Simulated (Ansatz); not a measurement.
The system is Se.

```
Se
1.0
     4.36620    0.00000    0.00000
    -2.18310    3.78124    0.00000
     0.00000    0.00000    4.95360
Se
3
Direct
  0.77460 0.77460 0.00000
  0.00000 0.22540 0.66667
  0.22540 0.00000 0.33333
```

- Program: Ansatz 0.2.0
- Task: relaxation of cell and atoms
- Functional: PBE
- Potentials or basis: Ansatz PAW
- Cutoff: 420 eV (not typed: the program's choice for these potentials)
- k mesh: 7 × 7 × 6
- Occupations: fermi-dirac, width 0.05 eV
- Spin: no spin polarisation

At the start: volume 27.26 Å³/atom.

Where does the relaxation end?

It ends after 7 steps and the volume is 29.77 Å³/atom (+9.2 %); space group P3_121 (No. 152, to 0.05 Å).

The path:
```csv
step,energy change (eV),largest force (eV/Å),volume (Å³)
1,0.0000,0.4013,81.78
2,-0.0345,0.0077,89.26
3,-0.0374,0.0153,88.23
4,-0.0376,0.0096,88.31
5,-0.0378,0.0015,88.75
6,-0.0379,0.0003,89.32
7,-0.0382,0.0000,89.32
```

Final structure:
```
CELL_PARAMETERS angstrom
4.52130 0.00000 0.00000
-2.26065 3.91556 0.00000
0.00000 0.00000 5.04519
ATOMIC_POSITIONS crystal
Se 0.78118 0.78118 0.00000
Se 0.00000 0.21882 0.66667
Se 0.21882 0.00000 0.33333
```

Caveat: the plane-wave basis is chosen anew once the cell has moved, so the energies of steps on either side of that aren't comparable.
